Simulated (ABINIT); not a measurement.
# Pb (Fm-3m) in ABINIT: a series of runs

The runs below take Pb through single point, relaxation of cell and atoms, with PBE, LDA, PBEsol.

Program: ABINIT 10.8.3 (patched build). These are calculated values, not measurements. Logs are shortened: lines on timing, memory, paths and dates and some standing lists are left out, and cuts for length are marked. The log counts tension as positive stress, the text compression.

## 1. The structure

The structure is cubic, space group Fm-3m (No. 225). Conventional cell: a = 4.950 Å, b = 4.950 Å, c = 4.950 Å, α = 90.00°, β = 90.00°, γ = 90.00°. Pb (site symmetry m-3m) is surrounded by 12 Pb at 3.50 Å.

## 2. Single point, PBE

run.abi reads:

```
# Pseudopotentials
pp_dirpath "./"
pseudos "Pb.upf"

# Structure
acell 6.6144323282 6.6144323282 6.6144323282
rprim
     0.0000000000     0.7071067812     0.7071067812
     0.7071067812     0.0000000000     0.7071067812
     0.7071067812     0.7071067812     0.0000000000
ntypat 1
znucl 82
natom 1
typat 1
xred
     0.0000000000     0.0000000000     0.0000000000

# Plane-wave basis
ecut 24.0

# k points
kptopt 1
ngkpt 7 7 7
nshiftk 1
shiftk 0.0 0.0 0.0

# Exchange and correlation
ixc 11

# Bands and occupations
nband 11
occopt 3
tsmear 0.05 eV

# SCF cycle
nstep 100
tolvrs 1.0e-10

# Output
iomode 3
prtwf 0
prtden 0
prteig 0
prtebands 0
```

Potentials or basis: PseudoDojo NC SR PBE v0.4.1 standard.

Started as:

```bash
$ abinit run.abi > log 2>&1
```

run.abo:

```text
.Version 10.8.3 of ABINIT
 Symmetries : space group Fm -3 m (#225); Bravais cF (face-center cubic)
================================================================================
 Values of the parameters that define the memory need of the present run
     intxc =       0    ionmov =       0      iscf =       7    lmnmax =       6
     lnmax =       6     mgfft =      30  mpssoang =       3    mqgrid =    3001
     natom =       1  nloc_mem =       1    nspden =       1   nspinor =       1
    nsppol =       1      nsym =      48    n1xccc =    2501    ntypat =       1
    occopt =       3   xclevel =       2
       mpw =        1173          nfft =       27000          nkpt =          20
================================================================================
================================================================================

--------------------------------------------------------------------------------
------------- Echo of variables that govern the present computation ------------
--------------------------------------------------------------------------------
 -outvars: echo values of preprocessed input variables --------
            acell      6.6144323282E+00  6.6144323282E+00  6.6144323282E+00 Bohr
              amu      2.07200000E+02
             ecut      2.40000000E+01 Hartree
              ixc          11
         kptrlatt        7    0    0      0    7    0      0    0    7
          kptrlen      4.63010263E+01
            natom           1
            nband          11
            ngfft          30      30      30
             nkpt          20
            nstep         100
             nsym          48
           ntypat           1
           occopt           3
           prtden           0
        prtebands           0
           prteig           0
            prtwf           0
            rprim      0.0000000000E+00  7.0710678120E-01  7.0710678120E-01
                       7.0710678120E-01  0.0000000000E+00  7.0710678120E-01
                       7.0710678120E-01  7.0710678120E-01  0.0000000000E+00
          spgroup         225
           tolvrs      1.00000000E-10
           tsmear      1.83746611E-03 Hartree
            typat      1
            znucl       82.00000

================================================================================

 chkinp: Checking input parameters for consistency.

================================================================================
== DATASET  1 ==================================================================

--- !DatasetInfo
iteration_state: {dtset: 1, }
dimensions: {natom: 1, nkpt: 20, mband: 11, nsppol: 1, nspinor: 1, nspden: 1, mpw: 1173, }
cutoff_energies: {ecut:  24.0, pawecutdg:  -1.0, }
electrons: {nelect:   1.40000000E+01, charge:   0.00000000E+00, occopt:   3.00000000E+00, tsmear:   1.83746611E-03, }
meta: {optdriver: 0, ionmov: 0, optcell: 0, iscf: 7, paral_kgb: 0, }
...

 Exchange-correlation functional for the present dataset will be:
  GGA: Perdew-Burke-Ernzerhof functional - ixc=11
  J.P.Perdew, K.Burke, M.Ernzerhof, PRL 77, 3865 (1996)

 Real(R)+Recip(G) space primitive vectors, cartesian coordinates (Bohr,Bohr^-1):
 R(1)=  0.0000000  4.6771100  4.6771100  G(1)= -0.1069036  0.1069036  0.1069036
 R(2)=  4.6771100  0.0000000  4.6771100  G(2)=  0.1069036 -0.1069036  0.1069036
 R(3)=  4.6771100  4.6771100  0.0000000  G(3)=  0.1069036  0.1069036 -0.1069036
 Unit cell volume ucvol=  2.0462690E+02 bohr^3
 Angles (23,13,12)=  6.00000000E+01  6.00000000E+01  6.00000000E+01 degrees

 getcut: wavevector=  0.0000  0.0000  0.0000  ngfft=  30  30  30
         ecut(hartree)=     24.000   => boxcut(ratio)=   2.05892

--- Pseudopotential description ------------------------------------------------
- pspini: atom type   1  psp file is ./Pb.upf
12 -101130 2 -1 1678                          pspcod,pspxc,lmax,lloc,mmax
     nproj     2     2     2

   6.23237973E+02                                ecore*ucvol(ha*bohr**3)
--------------------------------------------------------------------------------

================================================================================

--- !BeginCycle
iteration_state: {dtset: 1, }
solver: {iscf: 7, nstep: 100, nline: 4, wfoptalg: 0, }
tolerances: {tolvrs: 1.00E-10, }
...

     iter   Etot(hartree)      deltaE(h)  residm     vres2
 ETOT  1  -70.354854027788    -7.035E+01 9.832E-02 5.753E-01
 ETOT  2  -70.382507106455    -2.765E-02 9.375E-03 1.144E-01
 ETOT  3  -70.382521799410    -1.469E-05 2.110E-03 4.374E-02
 ETOT  4  -70.382536518555    -1.472E-05 1.291E-03 8.611E-05
 ETOT  5  -70.382536531403    -1.285E-08 8.626E-05 6.416E-06
 ETOT  6  -70.382536532554    -1.151E-09 3.568E-05 2.087E-07
 ETOT  7  -70.382536532612    -5.784E-11 4.807E-06 1.403E-10
 ETOT  8  -70.382536532609     2.700E-12 2.841E-06 4.807E-11

 At SCF step    8       vres2   =  4.81E-11 < tolvrs=  1.00E-10 =>converged.

 Cartesian components of stress tensor (hartree/bohr^3)
  sigma(1 1)= -7.41340444E-05  sigma(3 2)=  0.00000000E+00
  sigma(2 2)= -7.41340444E-05  sigma(3 1)=  0.00000000E+00
  sigma(3 3)= -7.41340444E-05  sigma(2 1)=  0.00000000E+00

--- !ResultsGS
iteration_state: {dtset: 1, }
comment   : Summary of ground state results
lattice_vectors:
- [  0.0000000,   4.6771100,   4.6771100, ]
- [  4.6771100,   0.0000000,   4.6771100, ]
- [  4.6771100,   4.6771100,   0.0000000, ]
lattice_lengths: [   6.61443,    6.61443,    6.61443, ]
lattice_angles: [ 60.000,  60.000,  60.000, ] # degrees, (23, 13, 12)
lattice_volume:   2.0462690E+02
convergence: {deltae:  2.700E-12, res2:  4.807E-11, residm:  2.841E-06, diffor: null, }
etotal    :  -7.03825365E+01
entropy   :   0.00000000E+00
fermie    :   1.99446085E-01
cartesian_stress_tensor: # hartree/bohr^3
- [ -7.41340444E-05,   0.00000000E+00,   0.00000000E+00, ]
- [  0.00000000E+00,  -7.41340444E-05,   0.00000000E+00, ]
- [  0.00000000E+00,   0.00000000E+00,  -7.41340444E-05, ]
pressure_GPa:   2.1811E+00
xred      :
- [  0.0000E+00,   0.0000E+00,   0.0000E+00, Pb]
cartesian_forces: # hartree/bohr
- [ -0.00000000E+00,  -0.00000000E+00,  -0.00000000E+00, ]
force_length_stats: {min:   0.00000000E+00, max:   0.00000000E+00, mean:   0.00000000E+00, }
...

 Integrated electronic density in atomic spheres:
 ------------------------------------------------
 Atom  Sphere_radius  Integrated_density
    1        2.00000         10.05939332
================================================================================

 ----iterations are completed or convergence reached----

 Mean square residual over all n,k,spin=   23.462E-09; max=  28.409E-07
 reduced coordinates (array xred) for    1 atoms
       0.000000000000      0.000000000000      0.000000000000
 rms dE/dt=  0.0000E+00; max dE/dt=  0.0000E+00; dE/dt below (all hartree)
    1       0.000000000000      0.000000000000      0.000000000000

 cartesian coordinates (angstrom) at end:
    1      0.00000000000000     0.00000000000000     0.00000000000000

 cartesian forces (hartree/bohr) at end:
    1     -0.00000000000000    -0.00000000000000    -0.00000000000000
 frms,max,avg= 0.0000000E+00 0.0000000E+00   0.000E+00  0.000E+00  0.000E+00 h/b

 cartesian forces (eV/Angstrom) at end:
    1     -0.00000000000000    -0.00000000000000    -0.00000000000000
 frms,max,avg= 0.0000000E+00 0.0000000E+00   0.000E+00  0.000E+00  0.000E+00 e/A
 length scales=  6.614432328200  6.614432328200  6.614432328200 bohr
              =  3.500206848769  3.500206848769  3.500206848769 angstroms
 Fermi (or HOMO) energy (hartree) =   0.19945   Average Vxc (hartree)=  -0.38584
 Eigenvalues (hartree) for nkpt=  20  k points:
 kpt#   1, nband= 11, wtk=  0.00292, kpt=  0.0000  0.0000  0.0000 (reduced coord)
  -0.42572   -0.42572   -0.42572   -0.42057   -0.42057   -0.23004    0.47496    0.47496
   0.47496    0.57250    0.61779
      occupation numbers for kpt#   1
   2.00000    2.00000    2.00000    2.00000    2.00000    2.00000    0.00000    0.00000
   0.00000    0.00000    0.00000
 prteigrs : prtvol=0 or 1, do not print more k-points.

--- !EnergyTerms
iteration_state     : {dtset: 1, }
comment             : Components of total free energy in Hartree
kinetic             :  3.44963595605515E+01
hartree             :  1.26006643783346E+01
xc                  : -1.99958516533240E+01
Ewald energy        : -4.80335600159786E+01
psp_core            :  3.04572838843204E+00
local_psp           : -3.81169322073866E+01
non_local_psp       : -1.43788210807304E+01
internal            : -7.03824126301015E+01
'-kT*entropy'       : -1.23902507877147E-04
total_energy        : -7.03825365326094E+01
total_energy_eV     : -1.91520638656070E+03
band_energy         : -4.16609544937551E+00
...

 Cartesian components of stress tensor (hartree/bohr^3)
  sigma(1 1)= -7.41340444E-05  sigma(3 2)=  0.00000000E+00
  sigma(2 2)= -7.41340444E-05  sigma(3 1)=  0.00000000E+00
  sigma(3 3)= -7.41340444E-05  sigma(2 1)=  0.00000000E+00

-Cartesian components of stress tensor (GPa)         [Pressure=  2.1811E+00 GPa]
- sigma(1 1)= -2.18109889E+00  sigma(3 2)=  0.00000000E+00
- sigma(2 2)= -2.18109889E+00  sigma(3 1)=  0.00000000E+00
- sigma(3 3)= -2.18109889E+00  sigma(2 1)=  0.00000000E+00

== END DATASET(S) ==============================================================
================================================================================

 -outvars: echo values of variables after computation  --------
            acell      6.6144323282E+00  6.6144323282E+00  6.6144323282E+00 Bohr
           etotal     -7.0382536533E+01
            fcart     -0.0000000000E+00 -0.0000000000E+00 -0.0000000000E+00
            rprim      0.0000000000E+00  7.0710678120E-01  7.0710678120E-01
                       7.0710678120E-01  0.0000000000E+00  7.0710678120E-01
                       7.0710678120E-01  7.0710678120E-01  0.0000000000E+00
           strten     -7.4134044374E-05 -7.4134044374E-05 -7.4134044374E-05
                       0.0000000000E+00  0.0000000000E+00  0.0000000000E+00
 Calculation completed.
```

Run time: 6.6 s. Hardware: 1 thread of Arm Neoverse V1, shared host; peak memory 0.06 GiB.

What came out:

```yaml
Free_energy: -1915.2064 eV
Band_gap_on_the_k_mesh: none (metal or under the smearing width)
Valence_electrons_inside_the_program's_atomic_spheres: Pb 10.06 (radii [1.0584] Å)
```

Caveat: the cutoff is too short for stress, so the log's stress isn't used. Spin-orbit coupling is left out, which matters for the levels of Pb.

## 3. Single point, LDA

run.abi: that of step 2 with these lines changed.

```diff
@@ -5,3 +5,3 @@
 # Structure
-acell 6.6144323282 6.6144323282 6.6144323282
+acell 3.5002068511 3.5002068511 3.5002068511 Angstrom
 rprim
@@ -27,3 +27,3 @@
 # Exchange and correlation
-ixc 11
+ixc 7
 
@@ -41,4 +41,9 @@
 prtwf 0
-prtden 0
 prteig 0
 prtebands 0
+enunit 1
+prtden 1
+prtvha 1
+prtvclmb 1
+prtpot 1
+prtelf 1
```

Potentials or basis: PseudoDojo NC SR LDA v0.4.1 standard.

Started as:

```bash
$ abinit run.abi > log 2>&1
```

run.abo:

```text
.Version 10.8.3 of ABINIT
 Symmetries : space group Fm -3 m (#225); Bravais cF (face-center cubic)
================================================================================
 Values of the parameters that define the memory need of the present run
     intxc =       0    ionmov =       0      iscf =       7    lmnmax =       6
     lnmax =       6     mgfft =      30  mpssoang =       3    mqgrid =    3001
     natom =       1  nloc_mem =       1    nspden =       1   nspinor =       1
    nsppol =       1      nsym =      48    n1xccc =    2501    ntypat =       1
    occopt =       3   xclevel =       1
       mpw =        1173          nfft =       27000          nkpt =          20
================================================================================
================================================================================

--------------------------------------------------------------------------------
------------- Echo of variables that govern the present computation ------------
--------------------------------------------------------------------------------
 -outvars: echo values of preprocessed input variables --------
            acell      6.6144323326E+00  6.6144323326E+00  6.6144323326E+00 Bohr
              amu      2.07200000E+02
             ecut      2.40000000E+01 Hartree
           enunit           1
              ixc           7
         kptrlatt        7    0    0      0    7    0      0    0    7
          kptrlen      4.63010263E+01
            natom           1
            nband          11
            ngfft          30      30      30
             nkpt          20
            nstep         100
             nsym          48
           ntypat           1
           occopt           3
        prtebands           0
           prteig           0
           prtelf           1
           prtpot           1
         prtvclmb           1
           prtvha           1
            prtwf           0
            rprim      0.0000000000E+00  7.0710678120E-01  7.0710678120E-01
                       7.0710678120E-01  0.0000000000E+00  7.0710678120E-01
                       7.0710678120E-01  7.0710678120E-01  0.0000000000E+00
          spgroup         225
           tolvrs      1.00000000E-10
           tsmear      1.83746611E-03 Hartree
            typat      1
            znucl       82.00000

[... 105 lines left out ...]
 Atom  Sphere_radius  Integrated_density
    1        2.00000         10.05637733
================================================================================

 ----iterations are completed or convergence reached----

 Mean square residual over all n,k,spin=   71.508E-10; max=  70.756E-08
 reduced coordinates (array xred) for    1 atoms
       0.000000000000      0.000000000000      0.000000000000
 rms dE/dt=  0.0000E+00; max dE/dt=  0.0000E+00; dE/dt below (all hartree)
    1       0.000000000000      0.000000000000      0.000000000000

 cartesian coordinates (angstrom) at end:
    1      0.00000000000000     0.00000000000000     0.00000000000000

 cartesian forces (hartree/bohr) at end:
    1     -0.00000000000000    -0.00000000000000    -0.00000000000000
 frms,max,avg= 0.0000000E+00 0.0000000E+00   0.000E+00  0.000E+00  0.000E+00 h/b

 cartesian forces (eV/Angstrom) at end:
    1     -0.00000000000000    -0.00000000000000    -0.00000000000000
 frms,max,avg= 0.0000000E+00 0.0000000E+00   0.000E+00  0.000E+00  0.000E+00 e/A
 length scales=  6.614432332605  6.614432332605  6.614432332605 bohr
              =  3.500206851100  3.500206851100  3.500206851100 angstroms
 Fermi (or HOMO) energy (eV) =   5.08784   Average Vxc (eV)= -10.81090
 Eigenvalues (   eV  ) for nkpt=  20  k points:
 kpt#   1, nband= 11, wtk=  0.00292, kpt=  0.0000  0.0000  0.0000 (reduced coord)
 -11.79492  -11.79492  -11.79492  -11.65195  -11.65195   -6.62257   12.51690   12.51690
  12.51690   15.35143   16.55604
 prteigrs : prtvol=0 or 1, do not print more k-points.

--- !EnergyTerms
iteration_state     : {dtset: 1, }
comment             : Components of total free energy in Hartree
kinetic             :  3.43926491076070E+01
hartree             :  1.25706752435020E+01
xc                  : -1.97434236994655E+01
Ewald energy        : -4.80335599839893E+01
psp_core            :  3.02002861448525E+00
local_psp           : -3.82664329285374E+01
non_local_psp       : -1.42014069630250E+01
internal            : -7.02614706094229E+01
'-kT*entropy'       : -1.24906706985672E-04
total_energy        : -7.02615955161299E+01
total_energy_eV     : -1.91191541384830E+03
band_energy         : -4.29534953277138E+00
...

 Cartesian components of stress tensor (hartree/bohr^3)
  sigma(1 1)=  7.72919758E-05  sigma(3 2)=  0.00000000E+00
  sigma(2 2)=  7.72919758E-05  sigma(3 1)=  0.00000000E+00
  sigma(3 3)=  7.72919758E-05  sigma(2 1)=  0.00000000E+00

-Cartesian components of stress tensor (GPa)         [Pressure= -2.2740E+00 GPa]
- sigma(1 1)=  2.27400844E+00  sigma(3 2)=  0.00000000E+00
- sigma(2 2)=  2.27400844E+00  sigma(3 1)=  0.00000000E+00
- sigma(3 3)=  2.27400844E+00  sigma(2 1)=  0.00000000E+00

== END DATASET(S) ==============================================================
================================================================================

 -outvars: echo values of variables after computation  --------
            acell      6.6144323326E+00  6.6144323326E+00  6.6144323326E+00 Bohr
           etotal     -7.0261595516E+01
            fcart     -0.0000000000E+00 -0.0000000000E+00 -0.0000000000E+00
            rprim      0.0000000000E+00  7.0710678120E-01  7.0710678120E-01
                       7.0710678120E-01  0.0000000000E+00  7.0710678120E-01
                       7.0710678120E-01  7.0710678120E-01  0.0000000000E+00
           strten      7.7291975796E-05  7.7291975796E-05  7.7291975796E-05
                       0.0000000000E+00  0.0000000000E+00  0.0000000000E+00
 Calculation completed.
```

Wall time 5.6 s (1 thread of Arm Neoverse V2, shared host); peak memory 0.06 GiB.

What came out:

| Item | Value |
| --- | --- |
| Free energy | -1911.9154 eV |
| Band gap on the k mesh | none (metal or under the smearing width) |
| Valence electrons inside the program's atomic spheres | Pb 10.06 (radii [1.0584] Å) |

Caveat: the cutoff is too short for stress, so the log's stress isn't used.

## 4. Single point, PBEsol

run.abi: that of step 3 with these lines changed.

```diff
@@ -27,3 +27,3 @@
 # Exchange and correlation
-ixc 7
+ixc -116133
 
@@ -41,2 +41,3 @@
 prtwf 0
+prtden 0
 prteig 0
@@ -44,6 +45 @@
 enunit 1
-prtden 1
-prtvha 1
-prtvclmb 1
-prtpot 1
-prtelf 1
```

Potentials or basis: PseudoDojo NC SR PBEsol v0.4.1 standard.

Started as:

```bash
$ abinit run.abi > log 2>&1
```

It took 7 s on 1 thread of Arm Neoverse V1, shared host; peak memory 0.06 GiB.

It converged, with:

```
Free energy                                           : -1912.1350 eV
Pressure                                              : -0.7 GPa
Band gap on the k mesh                                : none (metal or under the smearing width)
Valence electrons inside the program's atomic spheres : Pb 10.05 (radii [1.0584] Å)
```

Levels at points of the mesh, in eV from the Fermi level:
| k point | band 4 | band 5 | band 6 | band 7 | band 8 | band 9 | band 10 | band 11 |
| --- | --- | --- | --- | --- | --- | --- | --- | --- |
| (0.00, 0.00, 0.00) | -16.78 | -16.78 | -11.69 | 7.50 | 7.50 | 7.50 | 10.15 | 11.37 |

Caveat: the cutoff is short for stress, so the pressure is rough. Spin-orbit coupling is left out, which matters for the levels of Pb.

## 5. Relaxation of cell and atoms, PBEsol

run.abi reads:

```
pp_dirpath "./"
pseudos "Pb.upf"

acell 3*1.0 Angstrom
rprim
     0.0000000000     2.4750200000     2.4750200000
     2.4750200000     0.0000000000     2.4750200000
     2.4750200000     2.4750200000     0.0000000000
ntypat 1
znucl 82
natom 1
typat 1
chkprim 0
chksymtnons 0
tolsym 1.0e-6
xred
            0.0            0.0            0.0

ecut 28.0
ecutsm 0.5

kptopt 1
ngkpt 7 7 7
nshiftk 1
shiftk 0.0 0.0 0.0

ixc -116133

nband 11
occopt 3
tsmear 0.05 eV

nstep 80
tolvrs 1.0e-12

iomode 3
prteig 0
prtebands 0
prtwf 0
prtden 0

ionmov 2
optcell 2
ntime 50
tolmxf 2.0e-5
dilatmx 1.08
```

Started as:

```bash
$ abinit run.abi > log 2>&1
```

Run time: 30 s. Hardware: 1 thread of Arm Neoverse V1, shared host; peak memory 0.07 GiB.

The run converged. Its results:

| Quantity | Value |
| --- | --- |
| Free energy | -1912.1419 eV |
| Relaxed volume | 30.36 Å³/atom |
| Relaxed cell | a = 3.502 Å, b = 3.502 Å, c = 3.502 Å, α = 60.00°, β = 60.00°, γ = 60.00° |
| Space group after relaxing (to 0.05 Å) | Fm-3m (No. 225) |
| Energy gained by relaxing | 0.0 meV/atom |
| Ionic steps | 3 |
| Pressure after relaxing | 0.0 GPa |
| Band gap on the k mesh | none (metal or under the smearing width) |

Final structure:
```
CELL_PARAMETERS angstrom
0.00000 2.47596 2.47596
2.47596 0.00000 2.47596
2.47596 2.47596 0.00000
ATOMIC_POSITIONS crystal
Pb 0.00000 0.00000 0.00000
```

[end of part 1 of 2]
